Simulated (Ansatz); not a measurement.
Runs of Ansatz 0.2.0 on ZrC. Symmetry: Fm-3m, No. 225, cubic system. The conventional cell has a = 4.730 Å, b = 4.730 Å, c = 4.730 Å, α = 90.00°, β = 90.00°, γ = 90.00°. Zr (site symmetry m-3m) is surrounded by 6 C at 2.37 Å. Around C (site symmetry m-3m) lie 6 Zr at 2.37 Å. 

| task | level | potentials or basis | spin | U | cell | cutoff (eV) | points for each segment of the path | hubbard projectors | double counting | gap on the mesh (eV) | pressure (GPa) | V0 of scaled cells (Å³/atom) | relaxed volume (Å³/atom) | B0 (GPa) |
| --- | --- | --- | --- | --- | --- | --- | --- | --- | --- | --- | --- | --- | --- | --- |
| equation of state | LDA | PseudoDojo LDA | off | - | as given | 1116 | - | - | - | - | - | (a) | - | 247 |
| band structure | m-r2SCAN | Ansatz PAW | off | - | as given | 500 | 14 | - | - | none | (d) | - | - | - |
| band structure | LDA | Ansatz PAW | SOC, no magnetisation | - | as given | 420 | 14 | - | - | none | (c) | - | - | - |
| equation of state | r2SCAN+rVV10 | Ansatz PAW | off | - | as given | 500 | - | - | - | - | - | 13.01 | - | 233 |
| equation of state | LDA | JTH PAW LDA | off | - | as given | 990 | - | - | - | - | - | 12.49 | - | 247 |
| equation of state | revPBE | Ansatz PAW | off | - | as given | 420 | - | - | - | - | - | 13.19 | - | 215 |
| relaxation of cell and atoms | PBEsol+D4 | Ansatz PAW | off | - | relaxed | 420 | - | - | - | - | 0.0 | - | 12.62 | - |
| relaxation of cell and atoms | BLYP+D4 | Ansatz PAW | off | - | relaxed | 420 | - | - | - | none | 0.0 | - | 13.10 | - |
| equation of state | BPBE | Ansatz PAW | off | - | as given | 420 | - | - | - | - | - | 13.05 | - | 222 |
| relaxation of cell and atoms | PBEsol+U | Ansatz PAW | off | Zr d U = 3.5 eV | relaxed | 420 | - | ortho-atomic (the default) | fll (the default) | none | 0.0 | - | (b) | - |

Alike in all rows: k mesh 10 × 10 × 10; smearing fermi-dirac 0.05 eV.

Task: Estimate the missing entries.

Result: (a) 12.52; (b) 13.02; (c) -12.5; (d) -2.6.

Caveats: the PAW data sets come from PBE, with cores solved anew for the run's functional, which leaves a small shift of forces and pressure (some runs); the plane-wave basis is chosen anew once the cell has moved, so the energies of steps on either side of that aren't comparable (some runs); the potentials were made for another functional, which shifts forces and pressure (some runs); the PAW data sets were made with another functional, which shifts forces and pressure a little (some runs); pairwise dispersion overbinds metals, which lowers pressure and volume (some runs); U without spin polarisation on a metal has little footing (some runs); the U is typed as a test and isn't derived for this compound (some runs).

A k mesh can miss the band edges, and rows without SOC leave out spin-orbit coupling on Zr.

A gap of «none» marks a metal or a gap under the smearing width.

Runs at the PBE level aren't shown here.
